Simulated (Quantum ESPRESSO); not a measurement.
MgS (Niningerite):

```
CELL_PARAMETERS angstrom
0.00000 2.60165 2.60165
2.60165 0.00000 2.60165
2.60165 2.60165 0.00000
ATOMIC_POSITIONS crystal
S 0.50000 0.50000 0.50000
Mg 0.00000 0.00000 0.00000
```

| Quantity | Value |
| --- | --- |
| Program | Quantum ESPRESSO 7.5 |
| Task | phonons |
| Functional | PBE |
| Potentials or basis | PseudoDojo 0.4.1 SR PBE standard |
| Cutoff | 1143 eV |
| Density cutoff | 4572 eV |
| k mesh | 4 × 4 × 4, shifted |
| Occupations | fermi-dirac, width 0.05 eV |
| Spin | no spin polarisation |
| Mixing beta | 0.5 |
| Most SCF iterations | 120 |
| SCF threshold | 4e-10 Ry |

The cell and the atoms were relaxed first, to 17.89 Å³/atom (a = 3.699 Å, b = 3.699 Å, c = 3.699 Å, α = 60.00°, β = 60.00°, γ = 60.00°), and the response was taken there.

The first run showed a gap, so the response started from a second, tighter run with fixed occupations.

**Question.** What is the highest optical frequency at the zone centre, leaving out the macroscopic field of polar modes?

**Answer.** 229 cm⁻¹, a mode of symmetry T1u (IR). With the field the highest mode lies at 392 cm⁻¹.

Optical modes at Γ, degenerate ones joined, polar ones without the macroscopic field:
```csv
cm⁻¹,components,symmetry,active in,"IR intensity, summed ((D/Å)²/amu)"
229,3,T1u,IR,27.76
```

Zone-centre frequencies without and with the macroscopic field along z (cm⁻¹):
```csv
,optical modes in rising order
without,229 229 229
with the field,229 229 392
```

Born effective charge tensors (e):
atom 1, S
```
-2.36  0.00  0.00
 0.00 -2.36  0.00
 0.00  0.00 -2.36
```
atom 2, Mg
```
2.35 0.00 0.00
0.00 2.35 0.00
0.00 0.00 2.35
```

Electronic dielectric tensor:
```
5.46 0.00 0.00
0.00 5.46 0.00
0.00 0.00 5.46
```

Static dielectric tensor, electrons and zone-centre modes:
```
15.96  0.00  0.00
 0.00 15.96  0.00
 0.00  0.00 15.96
```

Caveat: before the sum rule the acoustic modes lie tens of cm⁻¹ from zero, a sign that the density grid also shifts the optical modes.
